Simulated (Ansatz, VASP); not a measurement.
Two plane-wave programs on Sc

The input INCAR:

```
PREC = Accurate
ENCUT = 520
EDIFF = 1E-6
ISMEAR = -1
SIGMA = 0.1
LREAL = False
LASPH = True
NELM = 60
ALGO = Normal
ISIF = 2
LWAVE = False
LCHARG = True
GGA = PS
LELF = True
LVHAR = True
NBANDS = 12
```

The input KPOINTS:

```
Automatic mesh
0
Gamma
  14 14 14
```

The input POSCAR:

```
Sc
1.0
   -1.7658672599      1.7658672599      1.7658672599
    1.7658672599     -1.7658672599      1.7658672599
    1.7658672599      1.7658672599     -1.7658672599
Sc
1
Direct
    0.0000000000      0.0000000000      0.0000000000
```

Input for Ansatz:

```yaml
crystal:
  lattice:
    - [-1.7658672599, 1.7658672599, 1.7658672599]
    - [1.7658672599, -1.7658672599, 1.7658672599]
    - [1.7658672599, 1.7658672599, -1.7658672599]
  atoms:
    - { symbol: Sc, position: [0.0, 0.0, 0.0] }
hamiltonian:
  xc: pbesol
  pseudopotentials:
    kind: paw
    azcp:
      Sc: "pseudopotentials/Sc.paw.azcp"
basis:
  ecutwfc: 420
  fft_grid_basis: typed
kpoints:
  mp_grid: { grid: [14, 14, 14], shift: [0, 0, 0] }
magnetization:
  spin_polarized: false
scf:
  occupations: { method: fermi_dirac, width: 0.1 }
  lower_state_search: "off"
output:
  stress: true
```

Alike in both runs: task single point; functional PBEsol; k mesh 14 × 14 × 14; occupations fermi-dirac, width 0.1 eV; no spin polarisation.

```csv
,VASP,Ansatz
version,VASP 6.6.1,Ansatz 0.2.0
potentials or method,"VASP PAW PBE potentials, release 64 (Sc_sv)","plane waves (420 eV) with PAW, scalar-relativistic"
plane-wave cutoff (eV),520,420
valence electrons in the cell,11,11
```

|  | VASP | Ansatz | Ansatz less VASP |
| --- | --- | --- | --- |
| pressure (GPa) | 5.2 | 5.2 | -0.02 |

Ansatz warned: «pseudo_functional_mismatch».

Caveats: the PAW data sets were made with another functional, which shifts forces and pressure a little (VASP).
